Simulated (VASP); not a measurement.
# Nd (Im-3m) in VASP: notebook

One crystal, Nd, is run at these levels: PBE+U; tasks: single point.

Everything below comes from runs of VASP 6.6.1. Logs are shortened: lines on timing, memory, paths and dates and some standing lists are left out, and cuts for length are marked.

## Step 1: The crystal as given

The structure is cubic, space group Im-3m (No. 229). The conventional cell has a = 4.089 Å, b = 4.089 Å, c = 4.089 Å, α = 90.00°, β = 90.00°, γ = 90.00°. Around Nd (site symmetry m-3m) lie 8 Nd at 3.54 Å.

The cell was built by a generator and needn't be a form met in nature.

## Step 2: Single point, PBE+U, collinear spin, typed start

INCAR reads:

```
PREC     = Accurate       # precision mode
ENCUT    = 520            # plane-wave cutoff, eV
EDIFF    = 1E-6           # SCF threshold, eV
ISMEAR   = 0              # smearing method
SIGMA    = 0.05           # smearing width, eV
LREAL    = False          # projectors in reciprocal space
LASPH    = True           # aspherical terms in the spheres
NELM     = 150            # most SCF steps
ALGO     = Normal         # electronic algorithm
ISIF     = 2              # what is computed and relaxed
LWAVE    = False          # write WAVECAR
LCHARG   = False          # write CHGCAR
ISPIN    = 2              # spin polarisation
MAGMOM   = 3              # initial moments
LORBIT   = 11             # projections on sites
LMAXMIX  = 6              # l up to which the mixer works
LDAU     = True           # DFT+U
LDAUTYPE = 2            
LDAUL    = 3              # shell
LDAUU    = 6              # U, eV
LDAUJ    = 0            
LDAUPRINT= 1            
GGA      = PE             # functional
NBANDS   = 17             # bands
```

KPOINTS reads:

```
Automatic mesh
0
Gamma
  8 8 8
```

POSCAR reads:

```
Nd
1.0
   -2.0446324983      2.0446324983      2.0446324983
    2.0446324983     -2.0446324983      2.0446324983
    2.0446324983      2.0446324983     -2.0446324983
Nd
1
Direct
    0.0000000000      0.0000000000      0.0000000000
```

Potentials or basis: VASP PAW PBE potentials, release 64 (Nd).

Launch:

```sh
$ cat potpaw_PBE.64/Nd/POTCAR > POTCAR
$ mpirun -np 1 vasp_std > vasp.out
```

OUTCAR:

```text
PREC = Accurate
   ENCUT = 520
   EDIFF = 1E-6
   ISMEAR = 0
   LREAL = False
   LASPH = True
   NELM = 150
   ISIF = 2
   ISPIN = 2
   LORBIT = 11
   GGA = PE

 ion  position               nearest neighbor table
   1  0.000  0.000  0.000-

  LATTYP: Found a body centered cubic cell.
 ALAT       =     4.0892649966

  Lattice vectors:

 A1 = (  -2.0446324983,   2.0446324983,   2.0446324983)
 A2 = (   2.0446324983,  -2.0446324983,   2.0446324983)
 A3 = (   2.0446324983,   2.0446324983,  -2.0446324983)

Analysis of symmetry for initial positions (statically):
=====================================================================
 Subroutine PRICEL returns:
 Original cell was already a primitive cell.

 Routine SETGRP: Setting up the symmetry group for a
 body centered cubic supercell.

 Subroutine GETGRP returns: Found 48 space group operations
 (whereof 48 operations were pure point group operations)
 out of a pool of 48 trial point group operations.

The static configuration has the point symmetry O_h .

Analysis of symmetry for dynamics (positions and initial velocities):
=====================================================================
 Subroutine PRICEL returns:
 Original cell was already a primitive cell.

 Routine SETGRP: Setting up the symmetry group for a
 body centered cubic supercell.

 Subroutine GETGRP returns: Found 48 space group operations
 (whereof 48 operations were pure point group operations)
 out of a pool of 48 trial point group operations.

The dynamic configuration has the point symmetry O_h .

Analysis of structural, dynamic, and magnetic symmetry:
=====================================================================
 Subroutine PRICEL returns:
 Original cell was already a primitive cell.

 Routine SETGRP: Setting up the symmetry group for a
 body centered cubic supercell.

 Subroutine GETGRP returns: Found 48 space group operations
 (whereof 48 operations were pure point group operations)
 out of a pool of 48 trial point group operations.

The overall configuration has the point symmetry O_h .

 Subroutine INISYM returns: Found 48 space group operations
 (whereof 48 operations are pure point group operations),
 and found     1 'primitive' translations

----------------------------------------------------------------------------------------

                                     Primitive cell

  volume of cell :      34.1905

  direct lattice vectors                    reciprocal lattice vectors
    -2.044632498  2.044632498  2.044632498     0.000000000  0.244542724  0.244542724
     2.044632498 -2.044632498  2.044632498     0.244542724  0.000000000  0.244542724
     2.044632498  2.044632498 -2.044632498     0.244542724  0.244542724  0.000000000

  length of vectors
     3.541407370  3.541407370  3.541407370     0.345835636  0.345835636  0.345835636

  position of ions in fractional coordinates (direct lattice)
     0.000000000  0.000000000  0.000000000

  ion indices of the primitive-cell ions
   primitive index   ion index
                 1           1

----------------------------------------------------------------------------------------

 KPOINTS: Automatic mesh

Automatic generation of k-mesh.
 Grid dimensions read from file:
 generate k-points for:    8    8    8

 Generating k-lattice:

  Cartesian coordinates                     Fractional coordinates (reciprocal lattice)
     0.000000000  0.030567840  0.030567840     0.125000000  0.000000000  0.000000000
     0.030567840  0.000000000  0.030567840     0.000000000  0.125000000  0.000000000
     0.030567840  0.030567840  0.000000000     0.000000000  0.000000000  0.125000000

[... 62 lines left out ...]
   ISIF   =      2    stress and relaxation
   ISYM   =      2    0-nonsym 1-usesym 2-fastsym
   POTIM  = 0.5000    time-step for ionic-motion
   TEBEG  =    0.0;   TEEND  =   0.0 temperature during run
   PSTRESS=    0.0 pullay stress
   NELECT =      14.0000    total number of electrons
   NUPDOWN=      -1.0000    fix difference up-down
   EMIN   =  10.00;   EMAX   =-10.00  energy-range for DOS
   EFERMI =   0.00;   METHOD = LEGACY
   ISMEAR =     0;   SIGMA  =   0.05  broadening in eV -4-tet -1-fermi 0-gaus
   EFERMI_NEDOS =   21; number of points for ismear=-14 and -15
   IALGO  =     38    algorithm
   IMIX   =      4    mixing-type and parameters
     AMIX     =   0.40;   BMIX     =  1.00
     AMIX_MAG =   1.60;   BMIX_MAG =  1.00
  volume/ion in A,a.u.               =      34.19       230.73
  Fermi-wavevector in a.u.,A,eV,Ry     =   1.215670  2.297283 20.107408  1.477853
  Thomas-Fermi vector in A             =   2.351049
   LORBIT       =     11    0 simple, 1 ext, 2 COOP (PROOUT), +10 PAW based schemes
 LDA+U is selected, type is set to LDAUTYPE =  2
   angular momentum for each species LDAUL =     3
   U (eV)           for each species LDAUU =   6.0
   J (eV)           for each species LDAUJ =   0.0
   GGA     = PE    functional components
   LHFCALC =     F    Hartree Fock is set to
   AEXX    =    0.0000 exact exchange contribution
   IVDW    =     0    specifies the selected vdW correction
   LEPSILON=     F    determine dielectric tensor
   LRPA    =     F    only Hartree local field effects (RPA)
 spin polarized calculation
 Gauss-broadening in eV      SIGMA  =   0.05
  energy-cutoff  :      520.00
  volume of cell :       34.19
 maximum number of plane-waves:       939
 NGX is ok and might be reduce to    28
   NGX = 13   NGY = 13   NGZ = 13

atom =   1  type =  1  l = 3

 onsite density matrix

spin component  1

  0.6152 -0.0000  0.4668  0.0000  0.0000 -0.0000 -0.0000
 -0.0000  0.0158  0.0000  0.0000 -0.0000  0.0000  0.0000
  0.4668  0.0000  0.3741 -0.0000 -0.0000 -0.0000 -0.0000
  0.0000  0.0000 -0.0000  0.9768 -0.0000  0.0000  0.0000
  0.0000 -0.0000 -0.0000 -0.0000  0.3741  0.0000 -0.4668
 -0.0000  0.0000 -0.0000  0.0000  0.0000  0.0125  0.0000
 -0.0000  0.0000 -0.0000  0.0000 -0.4668  0.0000  0.6152

spin component  2

  0.0012  0.0000 -0.0003 -0.0000 -0.0000  0.0000  0.0000
  0.0000  0.0005 -0.0000 -0.0000  0.0000 -0.0000 -0.0000
 -0.0003 -0.0000  0.0013  0.0000  0.0000 -0.0000  0.0000
 -0.0000 -0.0000  0.0000  0.0010  0.0000 -0.0000 -0.0000
 -0.0000  0.0000  0.0000  0.0000  0.0013 -0.0000  0.0003
  0.0000 -0.0000 -0.0000 -0.0000 -0.0000  0.0015 -0.0000
  0.0000 -0.0000  0.0000 -0.0000  0.0003 -0.0000  0.0012

 occupancies and eigenvectors

  o =  0.0005  v =  0.0000  0.0000  0.0000  0.0000  0.0000  0.0000  0.0000  0.0000 -1.0000 -0.0000 -0.0000  0.0000  0.0000 -0.0000      0.0000  0.0000  0.0000  0.0000  0.0000  0.0000  0.0000  0.0000  0.0000  0.0000  0.0000  0.0000  0.0000  0.0000
  o =  0.0010  v =  0.0000  0.0000  0.0000  0.0000  0.0000  0.0000  0.0000 -0.0007  0.0000 -0.0006 -1.0000  0.0018 -0.0000 -0.0023      0.0000  0.0000  0.0000  0.0000  0.0000  0.0000  0.0000  0.0000  0.0000  0.0000  0.0000  0.0000  0.0000  0.0000
  o =  0.0010  v =  0.0000  0.0000  0.0000  0.0000  0.0000  0.0000  0.0000  0.0060  0.0000  0.0046  0.0029  0.6124 -0.0000 -0.7905      0.0000  0.0000  0.0000  0.0000  0.0000  0.0000  0.0000  0.0000  0.0000  0.0000  0.0000  0.0000  0.0000  0.0000
  o =  0.0010  v =  0.0000  0.0000  0.0000  0.0000  0.0000  0.0000  0.0000  0.7905  0.0000  0.6124 -0.0010 -0.0046 -0.0000  0.0060      0.0000  0.0000  0.0000  0.0000  0.0000  0.0000  0.0000  0.0000  0.0000  0.0000  0.0000  0.0000  0.0000  0.0000
  o =  0.0015  v =  0.0000  0.0000  0.0000  0.0000  0.0000  0.0000  0.0000  0.0001  0.0000 -0.0002  0.0000 -0.0000 -1.0000 -0.0000      0.0000  0.0000  0.0000  0.0000  0.0000  0.0000  0.0000  0.0000  0.0000  0.0000  0.0000  0.0000  0.0000  0.0000
  o =  0.0015  v =  0.0000  0.0000  0.0000  0.0000  0.0000  0.0000  0.0000 -0.0012  0.0000  0.0016 -0.0000 -0.7906  0.0001 -0.6124      0.0000  0.0000  0.0000  0.0000  0.0000  0.0000  0.0000  0.0000  0.0000  0.0000  0.0000  0.0000  0.0000  0.0000
  o =  0.0015  v =  0.0000  0.0000  0.0000  0.0000  0.0000  0.0000  0.0000 -0.6124 -0.0000  0.7906  0.0000  0.0016 -0.0002  0.0012      0.0000  0.0000  0.0000  0.0000  0.0000  0.0000  0.0000  0.0000  0.0000  0.0000  0.0000  0.0000  0.0000  0.0000
  o =  0.0125  v =  0.6124  0.0000 -0.7906 -0.0000 -0.0000  0.0000  0.0000  0.0000  0.0000  0.0000  0.0000  0.0000  0.0000  0.0000      0.0000  0.0000  0.0000  0.0000  0.0000  0.0000  0.0000  0.0000  0.0000  0.0000  0.0000  0.0000  0.0000  0.0000
  o =  0.0125  v =  0.0000 -0.0000  0.0000 -0.0000 -0.0547  0.9976 -0.0424  0.0000  0.0000  0.0000  0.0000  0.0000  0.0000  0.0000      0.0000  0.0000  0.0000  0.0000  0.0000  0.0000  0.0000  0.0000  0.0000  0.0000  0.0000  0.0000  0.0000  0.0000
  o =  0.0125  v =  0.0000 -0.0000 -0.0000  0.0000 -0.7887 -0.0692 -0.6109  0.0000  0.0000  0.0000  0.0000  0.0000  0.0000  0.0000      0.0000  0.0000  0.0000  0.0000  0.0000  0.0000  0.0000  0.0000  0.0000  0.0000  0.0000  0.0000  0.0000  0.0000
  o =  0.0158  v =  0.0000  1.0000 -0.0000  0.0000 -0.0000  0.0000 -0.0000  0.0000  0.0000  0.0000  0.0000  0.0000  0.0000  0.0000      0.0000  0.0000  0.0000  0.0000  0.0000  0.0000  0.0000  0.0000  0.0000  0.0000  0.0000  0.0000  0.0000  0.0000
  o =  0.9768  v =  0.0000  0.0000 -0.0000 -0.4179  0.5563 -0.0000 -0.7182  0.0000  0.0000  0.0000  0.0000  0.0000  0.0000  0.0000      0.0000  0.0000  0.0000  0.0000  0.0000  0.0000  0.0000  0.0000  0.0000  0.0000  0.0000  0.0000  0.0000  0.0000
  o =  0.9768  v = -0.7906  0.0000 -0.6124 -0.0000 -0.0000  0.0000  0.0000  0.0000  0.0000  0.0000  0.0000  0.0000  0.0000  0.0000      0.0000  0.0000  0.0000  0.0000  0.0000  0.0000  0.0000  0.0000  0.0000  0.0000  0.0000  0.0000  0.0000  0.0000
  o =  0.9768  v =  0.0000 -0.0000 -0.0000  0.9085  0.2559 -0.0000 -0.3304  0.0000  0.0000  0.0000  0.0000  0.0000  0.0000  0.0000      0.0000  0.0000  0.0000  0.0000  0.0000  0.0000  0.0000  0.0000  0.0000  0.0000  0.0000  0.0000  0.0000  0.0000

 number of electron      14.0000006 magnetization       3.7371910

 Free energy of the ion-electron system (eV)
  ---------------------------------------------------
  ext. energy  EPLUGINS =         0.00000000
  ---------------------------------------------------
  free energy    TOTEN  =        -4.94730911 eV

  energy without entropy =       -4.94556163  energy(sigma->0) =       -4.94643537

 E-fermi :   4.9251     XC(G=0):  -9.9635

 val. band max:        4.8886433408   @ k =   0.5000   0.5000   0.2500
 cond. band min:       4.9334687695   @ k =  -0.3750   0.3750   0.1250
 fundamental gap:      0.0448254287
 Fermi energy:         4.9250869022

 spin component 1

 k-point     1 :       0.0000    0.0000    0.0000
  band No.  band energies     occupation
      1     -33.5420      1.00000
      2     -13.9928      1.00000
      3     -13.9928      1.00000
      4     -13.9928      1.00000
      5       0.1397      1.00000
      6       0.1397      1.00000
[... 943 lines left out ...]
      6       4.7503      1.00000
[... 9 lines left out ...]
     16      10.5565      0.00000
     17      10.9231      0.00000

 [... further k-points ...]

------------------------ aborting loop because EDIFF is reached ----------------------------------------

  FORCE on cell =-STRESS in cart. coord.  units (eV):
  Direction    XX          YY          ZZ          XY          YZ          ZX
  --------------------------------------------------------------------------------------
  -------------------------------------------------------------------------------------
  Total        0.2896616      0.2896616      0.2896616      0.0000000      0.0000000      0.0000000
  in kB       13.5736230     13.5736230     13.5736230      0.0000000      0.0000000      0.0000000
  external PRESSURE =      13.5736230 kB  Pullay stress =       0.0000000 kB

 VOLUME and BASIS-vectors are now :
 -----------------------------------------------------------------------------
  energy-cutoff  :      520.00
  volume of cell :       34.19
      direct lattice vectors                 reciprocal lattice vectors
    -2.044632498  2.044632498  2.044632498     0.000000000  0.244542724  0.244542724
     2.044632498 -2.044632498  2.044632498     0.244542724  0.000000000  0.244542724
     2.044632498  2.044632498 -2.044632498     0.244542724  0.244542724  0.000000000

 POSITION                                       TOTAL-FORCE (eV/Angst)
 -----------------------------------------------------------------------------------
      0.00000      0.00000      0.00000         0.000000      0.000000     -0.000000
 -----------------------------------------------------------------------------------
    total drift:                               -0.000000     -0.000000     -0.000000

  FREE ENERGIE OF THE ION-ELECTRON SYSTEM (eV)
  ---------------------------------------------------
  free  energy   TOTEN  =        -4.9473091121 eV

  energy  without entropy=       -4.9455616314  energy(sigma->0) =       -4.94643537

 total charge

# of ion       s       p       d       f       tot
--------------------------------------------------
    1        2.019   5.284   0.707   2.989  11.000

 magnetization (x)

# of ion       s       p       d       f       tot
--------------------------------------------------
    1       -0.008  -0.090   0.258   2.973   3.133
```

Wall time 59 s (1 thread of Intel Xeon 6975P-C (Granite Rapids), shared host); peak memory 0.18 GiB.

Results:

| Quantity | Value |
| --- | --- |
| Free energy | -4.9473 eV |
| Pressure | 1.4 GPa |
| Band gap on the k mesh | none (metal or under the smearing width) |
| Net moment | 3.74 μB per cell |
| Site moments | Nd +3.13 μB |
| Valence electrons inside the program's atomic spheres | Nd 11.00 |

Eigenvalues of the final occupation matrices:
| site | spin | trace | eigenvalues |
| --- | --- | --- | --- |
| site 1 f | 1 | 2.98 | 0.01 0.01 0.01 0.02 0.98 0.98 0.98 |
| site 1 f | 2 | 0.01 | 0.00 0.00 0.00 0.00 0.00 0.00 0.00 |

Caveat: the magnetic or orbital state may not be the lowest; spin-orbit coupling is left out, which moves the levels of the heavy elements.

(Continued in part 2 of 2.)
